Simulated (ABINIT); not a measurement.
Crystal: PbS.

```
Pb S
1.0
     2.07995   -5.99130    0.00000
     2.07995    5.99130    0.00000
     0.00000    0.00000    4.27932
Pb S
2 2
Direct
  0.13056 0.86944 0.25000
  0.86944 0.13056 0.75000
  0.35480 0.64520 0.25000
  0.64520 0.35480 0.75000
```

Measurements of this composition are mostly on another form, of space group No. 225.

Base run:

* Program: ABINIT 10.8.3 (patched build)
* Functional: PBE
* Potentials or basis: JTH PAW PBE v2.0
* Cutoff: 599 eV
* k mesh: 7 × 7 × 6
* Occupations: fermi-dirac, width 0.05 eV
* Spin: no spin polarisation

Its results: band gap on the k mesh 1.25 eV, indirect (least direct gap 1.42 eV); pressure 1.1 GPa; largest force 0.114 eV/Å.

The run is repeated on the same cell with these changes: functional from PBE to rPW86PBE. What comes out?

Band gap on the k mesh 1.25 eV, indirect (least direct gap 1.43 eV); pressure 4.0 GPa; largest force 0.297 eV/Å.

Caveats: spin-orbit coupling is left out, which as a rule narrows the gap of such compounds by several tenths of an eV; the mesh misses the band edges, which the band path finds closer together; the PAW data sets were made with another functional, which shifts forces and pressure a little (some runs).
